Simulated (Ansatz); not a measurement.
**Al2Pt: response to strain**

Al2Pt is deformed so: equal xx and yy strain of +1 %. What stress and forces result, by LAPW, PAW and all-electron datasets made for the crystal?

Computed with Ansatz 0.2.0 (DFT LDA, scalar-relativistic, unless a step's input says otherwise).

### Step 1. Starting point

Symmetry: Fm-3m, No. 225, cubic system. Conventional cell: a = 5.910 Å, b = 5.910 Å, c = 5.910 Å, α = 90.00°, β = 90.00°, γ = 90.00°. Al (site symmetry -43m) has 4 Pt at 2.56 Å in its first shell of neighbours. Pt (site symmetry m-3m) is surrounded by 8 Al at 2.56 Å.

As a file:

```
CELL_PARAMETERS angstrom
0.00000 2.95500 2.95500
2.95500 0.00000 2.95500
2.95500 2.95500 0.00000
ATOMIC_POSITIONS crystal
Al 0.25000 0.25000 0.25000
Al 0.75000 0.75000 0.75000
Pt 0.00000 0.00000 0.00000
```

Atoms are numbered in the order of the input: Al1, Al2, Pt3.

### Step 2. After the deformation

Space group Fm-3m before, I4/mmm after.

### Step 3. Full-potential LAPW

Contents of input.yaml:

```yaml
crystal:
  lattice:
    - [0.0, 2.98455, 2.955]
    - [2.98455, 0.0, 2.955]
    - [2.98455, 2.98455, 0.0]
  atoms:
    - { symbol: Al, position: [0.25, 0.25, 0.25] }
    - { symbol: Al, position: [0.75, 0.75, 0.75] }
    - { symbol: Pt, position: [0.0, 0.0, 0.0] }
kpoints:
  mp_grid: { grid: [12, 12, 12] }
  band_path:
    path:
      - [0.0, 0.0, 0.0]
      - [0.0, 0.5, 0.5]
      - [0.25, 0.75, 0.5]
      - [0.0, 0.5, 0.0]
      - [0.0, 0.0, 0.0]
      - [0.5, 0.5, 0.0]
      - [0.3775125, 0.6224875, 0.0]
      - [-0.3775125, 0.3775125, 0.0]
      - [0.0, 0.0, 0.0]
    npoints: 5
scf:
  occupations: { method: fermi_dirac, width: 0.08 }
hamiltonian:
  xc: lda
  pseudopotentials: { kind: all_electron, lapw: { basis_error: 0.001 } }
output:
  forces: true
  stress: true
  eigenvalues: true
```

Launch:

```bash
$ ansatz run input.yaml --threads 1 --pin off --max-ram 4096MiB --backend cpu --events-out ev --progress --plain --runs-dir out
```

The program printed, shortened:

```text
LAPW: plane waves up to 8.145 Å⁻¹, error target 1.0e-3 eV per atom; small_component_spin mean_spin; Al in spheres of 1.150 Å, 11 of its electrons in bands, Dirac shells []; Pt in spheres of 1.426 Å, 42 of its electrons in bands, Dirac shells []
[...]
Pseudopotentials: kind: all_electron
Pseudopotential: Al, LAPW, valence charge 11, Koelling and Harmon's equation, gaussian nucleus
Pseudopotential: Pt, LAPW, valence charge 42, Koelling and Harmon's equation, gaussian nucleus
Functional definition: SPW92
[...]
Crystal: 3 atoms, lattice volume = 52.644 Å³
Basis set: ecut = 252.7655835592593 eV, 515 PW (Γ), exchange–correlation at level 2
Bands: 39, of which v1, the nominal top of the filled ones, is band 32 counted from 1 (31 counted from 0)
Symmetry: 16 space group operations
Space group: I4/mmm (ITA 139), of the structure as read, at distance tolerance 3.7e-5 Å
k-points: 163 of 1728
[...]
SCF iter   1: F=—  HF=-513848.665193 eV  |F-HF|=—  |Δ(HF+E_count)|=         —  Δρ=2.59e-2  dr2=1.97e-1  ethr=3.06e-4  ⟨swp⟩=2.8  Hψ=41084  notcnv=0
[...]
the basis was enlarged: its passes take 55.0 KiB over the memory plan, 1 of 1 planned eigensolver slots
[...]
SCF iter   7: F=-513848.103282 eV  HF=-513848.103282 eV  |F-HF|=4.66e-10  |Δ(HF+E_count)|=   5.62e-7  Δρ=7.80e-6  dr2=1.60e-8  ethr=1.72e-9  ⟨swp⟩=2.0  Hψ=17800  notcnv=0
[...]
NSCF: frozen V_eff on 41 k-points
SCF converged after 7 iterations
Free energy (F): -513848.103282 eV
[...]
E sigma→0 (E₀):  -513848.090323 eV
Entropy (-TS):   -0.025919 eV (-8.640 meV/atom)
Fermi energy:    13.605130 eV
[...]
--- Forces (eV/Å), atoms counted from 1 ---
  atom   1  Al    -0.00000000    -0.00000000     0.00000000
  atom   2  Al     0.00000000    -0.00000000     0.00000000
  atom   3  Pt     0.00000000     0.00000000    -0.00000000
[...]
--- Stress (GPa, compression-positive) ---
       -6.569337       0.000000       0.000000
        0.000000      -6.569337       0.000000
        0.000000       0.000000      -5.878276
  P = ⅓ Tr σ = -6.3390 GPa (-63.390 kbar)
--- Band table (eV; the first three rows and the last of 163) ---
[...]
```

Wall time 88 s (1 thread of Arm Neoverse V1, shared host); peak memory 0.82 GiB.

Read from it: pressure -6.34 GPa; no gap.

### Step 4. PAW with frozen cores

Contents of input.yaml:

```yaml
crystal:
  lattice:
    - [0.0, 2.98455, 2.955]
    - [2.98455, 0.0, 2.955]
    - [2.98455, 2.98455, 0.0]
  atoms:
    - { symbol: Al, position: [0.25, 0.25, 0.25] }
    - { symbol: Al, position: [0.75, 0.75, 0.75] }
    - { symbol: Pt, position: [0.0, 0.0, 0.0] }
kpoints:
  mp_grid: { grid: [12, 12, 12] }
scf:
  occupations: { method: fermi_dirac, width: 0.08 }
hamiltonian:
  xc: lda
  pseudopotentials: { kind: paw }
output:
  forces: true
  stress: true
  eigenvalues: true
  efg: { contact_densities: true }
  write_density: true
  write_potential: true
  elf: true
  volumetric_format: npy
```

Launch:

```bash
$ ansatz run input.yaml --threads 1 --pin off --max-ram 4096MiB --backend cpu --events-out ev --progress --plain --runs-dir out
```

The program printed:

```text
Pt: output.efg is read without spin–orbit coupling, which moves field gradients at and beside such atoms by some per cent and up to a factor of two; PAW files take it under magnetization.noncollinear and magnetization.spin_orbit
Engine: ansatz 0.2.0
Pseudopotentials: kind: paw
Pseudopotential: Al, paw, valence charge 3, recommended cutoff 420 eV (normal)
Pseudopotential: Pt, paw, valence charge 18, recommended cutoff 420 eV (normal)
[... 1 set-up line as earlier in the session ...]
  exchange = slater_x
  correlation = pw_c
Crystal: 3 atoms, lattice volume = 52.644 Å³
Basis set: ecut = 420 eV, 989 PW (Γ)
Bands: 16, of which v1, the nominal top of the filled ones, is band 12 counted from 1 (11 counted from 0)
[... 2 set-up lines as earlier in the session ...]
k-points: 163 of 1728
Non-local potential: Al, projectors of the file, l = 0: 2, l = 1: 2, l = 2: 1
Non-local potential: Pt, projectors of the file, l = 0: 3, l = 1: 2, l = 2: 2, l = 3: 1
PAW form: soft (Blöchl's): semilocal exchange-correlation on the pseudo side does not see the compensation charge
PAW frozen core: Al, regenerated for the run's functional, and the local potential with it (the file was generated under x = pbe(κ = 0.804, μ = 0.2195149727645171), c = pbe(β = 0.06672455060314922))
PAW frozen core: Pt, regenerated for the run's functional, and the local potential with it (the file was generated under x = pbe(κ = 0.804, μ = 0.2195149727645171), c = pbe(β = 0.06672455060314922))
PAW one-centre angular grid: Al, 110 points (default); XC on 64 Gauss nodes
PAW one-centre angular grid: Pt, 590 points (default); XC on 64 Gauss nodes
Initial density: superposition of atomic densities (neutral atoms: chi_scale 0, normalization atom), corrected by the library's trained network
Initial wavefunctions: pseudopotential atomic-orbital guess
Functional: x = slater, c = lda
SCF iter   1: F=—  HF=-13273.430386 eV  |F-HF|=—  |Δ(HF+E_count)|=         —  Δρ=3.03e-3  dr2=3.02e-3  ethr=1.77e-3  ⟨swp⟩=5.2  Hψ=13641  notcnv=0
preconditioner: auto → Kerker (q_TF=auto, 2.394 Å⁻¹)  [metal: Δε(μ)=0.017 eV  Ē_g=8.153 eV  σ=0.080 eV  W_gap=0.05  n_scr=14 (ndim 8)  ℏωp=20.5 eV  f_vac=0.002  D(μ)=1.23/eV (n_scr^D=8)]
SCF iter   2: F=—  HF=-13273.430226 eV  |F-HF|=—  |Δ(HF+E_count)|=   1.60e-4  Δρ=1.81e-3  dr2=1.33e-3  ethr=1.26e-5  ⟨swp⟩=1.9  Hψ=4313  notcnv=0
SCF iter   3: F=—  HF=-13273.429828 eV  |F-HF|=—  |Δ(HF+E_count)|=   3.98e-4  Δρ=3.79e-4  dr2=1.12e-4  ethr=5.53e-6  ⟨swp⟩=2.3  Hψ=3946  notcnv=0
SCF iter   4: F=—  HF=-13273.429791 eV  |F-HF|=—  |Δ(HF+E_count)|=   3.73e-5  Δρ=1.69e-4  dr2=1.94e-5  ethr=4.67e-7  ⟨swp⟩=2.6  Hψ=3896  notcnv=0
SCF iter   5: F=—  HF=-13273.429783 eV  |F-HF|=—  |Δ(HF+E_count)|=   8.11e-6  Δρ=4.37e-5  dr2=1.23e-6  ethr=8.10e-8  ⟨swp⟩=2.3  Hψ=4097  notcnv=0
SCF iter   6: F=—  HF=-13273.429783 eV  |F-HF|=—  |Δ(HF+E_count)|=   1.82e-7  Δρ=1.43e-5  dr2=1.90e-7  ethr=5.13e-9  ⟨swp⟩=1.0  Hψ=2597  notcnv=0
SCF iter   7: F=-13273.429783 eV  HF=-13273.429783 eV  |F-HF|=3.49e-9  |Δ(HF+E_count)|=   3.51e-8  Δρ=3.51e-6  dr2=5.95e-9  ethr=4.17e-10  ⟨swp⟩=7.8  Hψ=14381  notcnv=0
SCF 1 converged in 7 iterations: F = -13273.429783 eV  dr2 = 5.95e-9
SCF converged after 7 iterations
Free energy (F): -13273.429783 eV
Harris-Foulkes:  -13273.429783 eV  (|F-HF|=3.49e-9)
Internal energy: -13273.403819 eV  (E = F + TS)
E sigma→0 (E₀):  -13273.416801 eV
Entropy (-TS):   -0.025964 eV (-8.655 meV/atom)
Fermi energy:    10.847883 eV
--- Per-component energies (eV) ---
  E_band       = -323.529563
  E_kinetic    = 686.577563
  E_local      = -2732.554990  (includes V_loc(G=0)·N_el)
  E_nonlocal   = 225.853100
  E_hartree    = 1081.938593
  E_xc         = -340.638804
  E_vxc        = -363.425543  (∫ρ·V_xc dr)
  E_paw        = -10064.168634  (= ΣΔE_a)
  E_vpaw       = -303.853245  (= ΣTr[D̂ρ^β])
  E_aug_tail   = 0.000169  (compensation charges beyond the density's cutoff)
  E_ewald      = -2130.986119
  E_core_change = 0.575303  (= ΣΔE_core)
  E_smearing   = -0.025964  (= −TS)
  E_closure    = 0.000000  (closes the sum)
  Σ components = -13273.429783   (vs F -13273.429783, Δ=0.00e0)
--- Forces (eV/Å), atoms counted from 1 ---
  atom   1  Al     0.00000000    -0.00000000     0.00000000
  atom   2  Al    -0.00000000     0.00000000     0.00000000
  atom   3  Pt    -0.00000000    -0.00000000    -0.00000000
  max |Σ_I F_I| component: 5.20e-18 eV/Å
--- Stress (GPa, compression-positive) ---
       -6.590713       0.000000       0.000000
        0.000000      -6.590713       0.000000
        0.000000      -0.000000      -5.898754
  P = ⅓ Tr σ = -6.3601 GPa (-63.601 kbar)
--- PAW observables at the nuclei: V_zz in 10²¹ V/m², potentials from the cell's mean, atoms counted from 1 ---
  atom   1  Al V_zz =    -0.026142   η = 0.0000   by run symmetry: allowed
            electrostatic potential = -1233.850813 V   contact ρ = 9985.036665 e/Å³
  atom   2  Al V_zz =    -0.026142   η = 0.0000   by run symmetry: allowed
            electrostatic potential = -1233.850813 V   contact ρ = 9985.036665 e/Å³
  atom   3  Pt V_zz =    +0.822218   η = 0.0000   by run symmetry: allowed
            electrostatic potential = -16114.044563 V   contact ρ = 12038827.011098 e/Å³
--- Band table (eV; the first three rows and the last of 163) ---
  k-point 0: bands = ["-88.1060", "-42.2391", "-42.2391", "-42.2312", "0.7459", "5.8605", "5.8758", "5.8758", "7.1884", "7.2275", "13.5042", "14.5979", "14.5979", "14.6700", "16.0308", "16.1768"]
  k-point 1: bands = ["-88.1060", "-42.2392", "-42.2391", "-42.2313", "0.8401", "5.8111", "5.8983", "5.9072", "7.1778", "7.2156", "13.2081", "13.8227", "14.3132", "14.3531", "16.4032", "16.4916"]
  k-point 2: bands = ["-88.1060", "-42.2395", "-42.2392", "-42.2314", "1.1183", "5.6550", "5.9816", "5.9889", "7.1614", "7.1948", "11.5678", "13.7207", "13.7598", "14.0331", "16.3939", "16.4616"]
  k-point 162: bands = ["-88.1060", "-42.2399", "-42.2399", "-42.2335", "4.6832", "4.7924", "5.1370", "7.1075", "7.1075", "7.4765", "7.6784", "9.2488", "9.2488", "13.7186", "14.1235", "18.8898"]
```

Run time: 11 s. Hardware: 1 thread of Arm Neoverse V1, shared host; peak memory 0.44 GiB.

Read from it: pressure -6.36 GPa; no gap; Vzz Al1 -0.03 (η = 0.00), Pt3 0.82 (η = 0.00) (10²¹ V/m²).

The fields are shown in the conventional cell of this run's space group, carried over from its grid by interpolation.

Density in a lattice plane of the grid's cell (edges 4.22 and 5.91 Å, at 0.000 of the third edge), which holds Al and Pt.

Values in e/Å³, 12 rows by 8 columns:
```
 7.15  3.20  0.56  0.27  0.21  0.27  0.56  3.20
 0.89  0.57  0.35  0.21  0.10  0.21  0.35  0.57
 0.20  0.19  0.21  0.11  0.06  0.11  0.21  0.19
 0.07  0.08  0.13  0.14  0.10  0.14  0.13  0.08
 0.03  0.04  0.09  0.16  0.21  0.16  0.09  0.04
 0.02  0.03  0.07  0.14  0.19  0.14  0.07  0.03
 0.03  0.04  0.09  0.16  0.21  0.16  0.09  0.04
 0.07  0.08  0.13  0.14  0.10  0.14  0.13  0.08
 0.20  0.19  0.21  0.11  0.06  0.11  0.21  0.19
 0.89  0.57  0.35  0.21  0.10  0.21  0.35  0.57
 7.15  3.20  0.56  0.27  0.21  0.27  0.56  3.20
12.13  6.40  0.76  0.25  0.19  0.25  0.76  6.40
```
Columns run along the first of these edges and rows up along the second, over one cell in 8 and 12 even steps from the bottom left corner. Atoms in the plane (fractional): Al at (0.50, 0.75), Al at (0.50, 0.25), Pt at (0.00, 0.00).

ELF in the same plane.

Values, 12 rows by 8 columns:
```
0.66 0.51 0.39 0.61 0.51 0.61 0.39 0.51
0.37 0.34 0.59 0.48 0.03 0.48 0.59 0.34
0.33 0.39 0.55 0.08 0.20 0.08 0.55 0.39
0.18 0.22 0.32 0.14 0.03 0.14 0.32 0.22
0.04 0.07 0.22 0.42 0.51 0.42 0.22 0.07
0.01 0.04 0.17 0.41 0.52 0.41 0.17 0.04
0.04 0.07 0.22 0.42 0.51 0.42 0.22 0.07
0.18 0.22 0.32 0.14 0.03 0.14 0.32 0.22
0.33 0.39 0.55 0.08 0.20 0.08 0.55 0.39
0.37 0.34 0.59 0.48 0.03 0.48 0.59 0.34
0.66 0.51 0.39 0.61 0.51 0.61 0.39 0.51
0.68 0.63 0.34 0.49 0.52 0.49 0.34 0.63
```
Columns run along the first of these edges and rows up along the second, over one cell in 8 and 12 even steps from the bottom left corner. Atoms in the plane (fractional): Al at (0.50, 0.75), Al at (0.50, 0.25), Pt at (0.00, 0.00).

Both are smooth fields of the valence electrons: close to the nuclei they are not physical.

Outside the cores ELF peaks at 0.69 on the Al–Pt line, 0.9 Å from Al.

### Step 5. Datasets made for this crystal

Changes to input.yaml since step 4:

```diff
@@ -15,3 +15,3 @@
   xc: lda
-  pseudopotentials: { kind: paw }
+  pseudopotentials: { kind: all_electron, datasets: crystal }
 output:
@@ -21,5 +21 @@
   efg: { contact_densities: true }
-  write_density: true
-  write_potential: true
-  elf: true
-  volumetric_format: npy
```

Launch:

```bash
$ ansatz run input.yaml --threads 1 --pin off --max-ram 4096MiB --backend cpu --events-out ev --progress --plain --runs-dir out
```

The program printed, shortened:

```text
[...]
Pt: output.efg is read without spin–orbit coupling, which moves field gradients at and beside such atoms by some per cent and up to a factor of two; PAW files take it under magnetization.noncollinear and magnetization.spin_orbit
[...]
[... 1 set-up line as earlier in the session ...]
Pseudopotential: Al, paw, valence charge 11, recommended cutoff 260 eV (normal), Koelling and Harmon's equation, gaussian nucleus
Pseudopotential: Pt, paw, valence charge 18, recommended cutoff 260 eV (normal), Koelling and Harmon's equation, gaussian nucleus
[... 1 set-up line as earlier in the session ...]
[...]
Crystal: 3 atoms, lattice volume = 52.644 Å³
Basis set: ecut = 260 eV, 531 PW (Γ)
Bands: 12, of which v1, the nominal top of the filled ones, is band 8 counted from 1 (7 counted from 0)
[... 2 set-up lines as earlier in the session ...]
[...]
--- Stress (GPa, compression-positive) ---
       -6.572704       0.000000       0.000000
        0.000000      -6.572704       0.000000
        0.000000       0.000000      -5.881664
  P = ⅓ Tr σ = -6.3424 GPa (-63.424 kbar)
  It holds what live shells' own plane waves past their cutoff add
--- PAW observables at the nuclei: V_zz in 10²¹ V/m², potentials from the cell's mean, atoms counted from 1 ---
  atom   1  Al V_zz =    -0.025291   η = 0.0000   by run symmetry: allowed
            electrostatic potential = -1230.840101 V   contact ρ = 9991.045329 e/Å³
  atom   2  Al V_zz =    -0.025291   η = 0.0000   by run symmetry: allowed
            electrostatic potential = -1230.840101 V   contact ρ = 9991.045329 e/Å³
  atom   3  Pt V_zz =    +0.841815   η = 0.0000   by run symmetry: allowed
            electrostatic potential = -16107.636274 V   contact ρ = 12031464.834573 e/Å³
--- Band table (eV; the first three rows and the last of 163) ---
  k-point 0: bands = ["3.4991", "8.6178", "8.6330", "8.6330", "9.9474", "9.9863", "16.2525", "17.3700", "17.3700", "17.4421"]
[...]
```

Run time: 22 s. Hardware: 1 thread of Arm Neoverse V1, shared host; peak memory 0.65 GiB.

Result: pressure -6.34 GPa; no gap; Vzz Al1 -0.03 (η = 0.00), Pt3 0.84 (η = 0.00) (10²¹ V/m²).

### Step 6. Side by side

Stress (GPa, compression positive):

| method | xx | yy | zz | yz | xz | xy |
| --- | --- | --- | --- | --- | --- | --- |
| LAPW | -6.57 | -6.57 | -5.88 | 0.00 | 0.00 | 0.00 |
| PAW | -6.59 | -6.59 | -5.90 | 0.00 | 0.00 | 0.00 |
| crystal datasets | -6.57 | -6.57 | -5.88 | 0.00 | 0.00 | 0.00 |

| method | pressure (GPa) | Vzz Al1 (10²¹ V/m²) | Vzz Pt3 (10²¹ V/m²) | SCF cycles, by the record's count |
| --- | --- | --- | --- | --- |
| LAPW | -6.34 | – | – | 7 |
| PAW | -6.36 | -0.03 | 0.82 | 7 |
| crystal datasets | -6.34 | -0.03 | 0.84 | 9 |

### Step 7. What came out

| quantity | value |
| --- | --- |
| pressure | LAPW -6.34, PAW -6.36, crystal datasets -6.34 GPa |
| largest shear or deviatoric stress (LAPW) | 0.46 GPa |

The largest part of the stress beyond the pressure is 0.46 GPa in size, in the zz component; the atoms are carried along and not relaxed. No run of the undeformed cell stands beside it, so pressure and stress hold what the given cell had before the change, as far as its symmetry allows. PAW: stress within 0.03 GPa of LAPW. Crystal datasets: stress within 0.01 GPa of LAPW. Spin-orbit coupling is left out, though the cell holds Pt; in elements this heavy it can shift bands and gaps by tenths of an eV.
